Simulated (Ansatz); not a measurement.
## BN with an N vacancy, one structure, two calculations

Cell: a supercell of BN (space group P6_3/mmc) built from a structure deposited in the COD, with the ions relaxed around the defect (PBE).

```
B N
1.0
     7.49472    0.00000    0.00000
    -3.74736    6.49062    0.00000
     0.00000    0.00000    6.63570
B N
18 17
Cartesian
  0.0000 1.4424 1.6589
  -1.2498 3.6065 1.6589
  -2.4981 5.7685 1.6589
  2.4991 1.4427 1.6589
  1.2498 3.6065 1.6589
  0.0000 5.7694 1.6589
  4.9956 1.4427 1.6589
  3.7474 3.6059 1.6589
  2.4981 5.7685 1.6589
  1.2411 0.7258 4.9768
  0.0000 2.8754 4.9768
  -1.2443 5.0511 4.9768
  3.7474 0.7156 4.9768
  2.5022 2.8870 4.9768
  1.2443 5.0511 4.9768
  6.2536 0.7258 4.9768
  4.9926 2.8870 4.9768
  3.7474 5.0437 4.9768
  -1.2371 3.5809 4.9768
  -2.5139 5.7924 4.9768
  2.4705 1.4445 4.9768
  1.2371 3.5809 4.9768
  0.0000 5.7694 4.9768
  5.0242 1.4445 4.9768
  3.7474 3.6059 4.9768
  2.5139 5.7924 4.9768
  1.2491 0.7212 1.6589
  0.0000 2.8847 1.6589
  -1.2492 5.0482 1.6589
  3.7474 0.7213 1.6589
  2.4981 2.8847 1.6589
  1.2492 5.0482 1.6589
  6.2456 0.7212 1.6589
  4.9966 2.8847 1.6589
  3.7474 5.0484 1.6589
```

Atom numbers follow the list; atoms alike are taken as one site, whose name carries the number of the first.

First run. All values are calculated (Ansatz; DFT, PBE, plane waves and PAW, scalar-relativistic, collinear spin, 420 eV cutoff, Γ-centred 3×3×3 k-points, Fermi–Dirac smearing 0.01 eV, cell charge +1), not measured. Start moments as typed (μB): 0 0 0 0 0 0 0 0 0 0.5 0.5 0 0 0 0 0.5 0 0 0 0 0 0 0 0 0 0 0 0 0 0 0 0 0 0 0 by atom.

```
site  atom  V_zz (10²¹ V/m²)     η
  B1     1              2.85  0.00
  B2     2              2.86  0.01
  B6     6              2.87  0.00
  B8     8              2.86  0.00
 B10    10             -2.76  0.60
 B12    12              2.72  0.14
 B14    14              2.94  0.10
 N19    19              1.48  0.24
 N23    23            -0.054  0.00
 N25    25             -0.38  0.00
 N27    27              0.21  0.25
 N29    29             0.079  0.02
 N31    31              0.15  0.04
```

Second run. The same atoms and settings, except that the functional is r2SCAN and the cutoff is 500 eV.

Q: Given the first result, estimate the second.

A: 

```tsv
site	atom	V_zz	η	change of V_zz
B1	1	2.97	0.00	+0.12
B2	2	2.98	0.01	+0.12
B6	6	2.99	0.00	+0.12
B8	8	2.98	0.00	+0.12
B10	10	-2.87	0.63	-0.11
B12	12	2.85	0.14	+0.13
B14	14	3.05	0.10	+0.11
N19	19	1.62	0.26	+0.14
N23	23	-0.15	0.00	-0.10
N25	25	-0.48	0.00	-0.10
N27	27	0.17	0.35	-0.04
N29	29	0.038	0.05	-0.04
N31	31	0.10	0.08	-0.05
```

The largest change of V_zz is on N19, from 1.48 to 1.62. In per cent, |V_zz| changes by +4 to +5 on B, +9 on N (all sites that start above 0.5).

The defect repeats with the cell of 35 atoms, so it feels its images: sites between two images don't show the values beside a lone defect, and zeros or small values of η there can come from the images' arrangement. B and N carry a gradient in the pure host already, so the values there aren't the defect's effect alone. A uniform background compensates the cell's charge. The start moments die out, and the run ends without spin.
For the second run: The program didn't check the stability of this electronic state in full, so a lower one may lie near.
